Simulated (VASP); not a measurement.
Runs of VASP 6.6.1 on CdS. The structure is trigonal, space group P3m1 (No. 156). The conventional cell has a = 4.261 Å, b = 4.261 Å, c = 5.804 Å, α = 90.00°, β = 90.00°, γ = 120.00°. Cd (site symmetry 3m) has 3 S at 2.46 Å as nearest neighbours. S (site symmetry 3m) is surrounded by 3 Cd at 2.46 Å. Measurements of this composition are mostly on another form, of space group No. 186.

| task | level | potentials or basis | spin | k mesh | cutoff (eV) | mesh quality | gap on the mesh (eV) | pressure (GPa) | largest force (eV/Å) |
| --- | --- | --- | --- | --- | --- | --- | --- | --- | --- |
| band structure | PBE | VASP PAW PBE potentials, release 64 (Cd, S) | non-collinear, zero start, SOC | 8 × 8 × 6 | 520 | not flagged | - | -0.1 | - |
| dielectric tensor | PBE | VASP PAW PBE potentials, release 64 (Cd, S) | off | 8 × 8 × 6 | 520 | not flagged | 1.47 | - | - |
| band structure | PBE | VASP PAW PBE potentials, release 64 (Cd, S) | off | 8 × 8 × 6 | 520 | not flagged | 1.47 | -0.1 | - |
| band structure | LDA | VASP PAW LDA potentials, release 64 (Cd, S) | off | 8 × 8 × 6 | 520 | not flagged | 1.29 | (a) | 0.02 |
| band structure | PBE | VASP PAW PBE potentials, release 64 (Cd_GW, S_GW) | off | 8 × 8 × 6 | 450 | not flagged | 1.47 | -0.3 | 0.01 |
| band structure | r2SCAN | VASP PAW PBE potentials, release 64 (Cd, S) | off | 8 × 8 × 6 | 520 | not flagged | 1.90 | -0.7 | 0.01 |
| single point | PBE | VASP PAW PBE potentials, release 64 (Cd, S) | off | 3 × 3 × 3 | 520 | coarse | (b) | 0.1 | 0.01 |

Alike in all rows: cell as given; smearing gaussian 0.02 eV.

Task: Estimate the missing entries.

Result: (a) -2.3; (b) 1.43.

Caveats: some runs use coarse meshes; the PAW data sets were made with another functional, which shifts forces and pressure a little (some runs); an odd mesh through Γ misses points on the zone boundary, where band edges often lie (some runs).

A k mesh can miss the band edges, and rows without SOC leave out spin-orbit coupling on Cd.
